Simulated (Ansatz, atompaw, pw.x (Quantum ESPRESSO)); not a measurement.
What a changed setting does to a pw.x run (fcc Mo)

Potential: PAW, atompaw 4.2.0.5, PBE; core [Ar] 3d10, reference 4s2 4p6 4d5 5s0.5 5p0.5; waves: 4s (bound): rc 1.50 bohr; 5s (bound): rc 2.08 bohr; 4p (bound): rc 1.62 bohr; 5p (bound): rc 2.08 bohr; 4d (bound): rc 2.08 bohr; 4d channel at 3.85 Ry: rc 2.08 bohr; local part: bessel scheme, radius 1.88 bohr; core correction: smooth core density matched at 1.16 bohr; augmentation: sinc compensation charge, radius 1.88 bohr; PAW radius 2.08 bohr; waves and projectors: custom rrkj gramschmidtortho.

The reference run (k-mesh 14³, cutoffs 70/700 Ry, Fermi–Dirac 0.01 Ry, mixing_beta 0.4, conv_thr 1e-9, no spin) gives 2.62 GPa at 16.027 Å³/atom, where all-electron LAPW gives 0.44 GPa. This run, with its own iteration cap, changes degauss to 0.02.

```
&control
  calculation='scf', prefix='x', pseudo_dir='./', outdir='./tmp', tstress=.true., disk_io='none'
/
&system
  ibrav=0, nat=1, ntyp=1, ecutwfc=70, ecutrho=700, nbnd=15,
  occupations='smearing', smearing='fd', degauss=0.02
/
&electrons
  conv_thr=1e-09, mixing_beta=0.4, electron_maxstep=60
/
ATOMIC_SPECIES
Mo 1.0 Mo.UPF
CELL_PARAMETERS angstrom
  0.00000000 2.00112437 2.00112437
  2.00112437 0.00000000 2.00112437
  2.00112437 2.00112437 0.00000000
ATOMIC_POSITIONS crystal
Mo 0.0000 0.0000 0.0000
K_POINTS automatic
14 14 14 0 0 0
```

```bash
pw.x < Mo.scf.in > Mo.scf.out
```

Task: How does the run end?

Result: It converges in 15 iterations; the free energy moves by -117.4 meV/atom and the pressure by +1.51 GPa. In a metal, with Fermi–Dirac smearing, F lies below its zero-width value by a term in the square of the width.

```
Message from routine setup:
     using ibrav=0 with symmetry is DISCOURAGED, use correct ibrav instead
     lattice parameter (alat)  =       5.3480  a.u.
     unit-cell volume          =     108.1556 (a.u.)^3
     number of electrons       =        14.00
     number of Kohn-Sham states=           15
     kinetic-energy cutoff     =      70.0000  Ry
     charge density cutoff     =     700.0000  Ry
     scf convergence threshold =      1.0E-09
     Exchange-correlation= SLA PW PBX PBC
     number of k points=   104  Fermi-Dirac smearing, width (Ry)=  0.0200
     iteration #  1     ecut=    70.00 Ry     beta= 0.40
     total energy              =    -363.84936014 Ry
     estimated scf accuracy    <       0.17161147 Ry
     iteration #  2     ecut=    70.00 Ry     beta= 0.40
     total energy              =    -363.88141258 Ry
     estimated scf accuracy    <       0.01492546 Ry
     iteration #  3     ecut=    70.00 Ry     beta= 0.40
     total energy              =    -363.89040502 Ry
     estimated scf accuracy    <       0.01314733 Ry
     iteration #  4     ecut=    70.00 Ry     beta= 0.40
     total energy              =    -363.89068861 Ry
     estimated scf accuracy    <       0.00462426 Ry
     iteration #  5     ecut=    70.00 Ry     beta= 0.40
     total energy              =    -363.89135640 Ry
     estimated scf accuracy    <       0.00021229 Ry
     iteration #  6     ecut=    70.00 Ry     beta= 0.40
     total energy              =    -363.89137342 Ry
     estimated scf accuracy    <       0.00022777 Ry
     [... 3 iterations left out ...]
     iteration # 10     ecut=    70.00 Ry     beta= 0.40
     total energy              =    -363.89138676 Ry
     estimated scf accuracy    <       0.00000027 Ry
     iteration # 11     ecut=    70.00 Ry     beta= 0.40
     total energy              =    -363.89138674 Ry
     estimated scf accuracy    <       0.00000017 Ry
     iteration # 12     ecut=    70.00 Ry     beta= 0.40
     total energy              =    -363.89138674 Ry
     estimated scf accuracy    <       0.00000003 Ry
     iteration # 13     ecut=    70.00 Ry     beta= 0.40
     total energy              =    -363.89138674 Ry
     estimated scf accuracy    <          4.9E-09 Ry
     iteration # 14     ecut=    70.00 Ry     beta= 0.40
     total energy              =    -363.89138674 Ry
     estimated scf accuracy    <          3.3E-09 Ry
     iteration # 15     ecut=    70.00 Ry     beta= 0.40
     the Fermi energy is    19.6046 ev
!    total energy              =    -363.89138674 Ry
     estimated scf accuracy    <          6.6E-11 Ry
     smearing contrib. (-TS)   =      -0.02277031 Ry
     The total energy is F=E-TS. E is the sum of the following terms:
     one-electron contribution =     -15.64329313 Ry
     hartree contribution      =      22.88346022 Ry
     xc contribution           =     -17.92889595 Ry
     ewald contribution        =    -118.81722445 Ry
     one-center paw contrib.   =    -234.36266312 Ry
     convergence has been achieved in  15 iterations
          total   stress  (Ry/bohr**3)                   (kbar)     P=       41.30
     Message from routine punch:
     Nothing written, as per user request (disk_io='none')
```

The run took about 48 s on one core of a shared host (Intel(R) Xeon(R) Platinum 8259CL CPU @ 2.50GHz, 96 threads, 755 GiB, load 22).
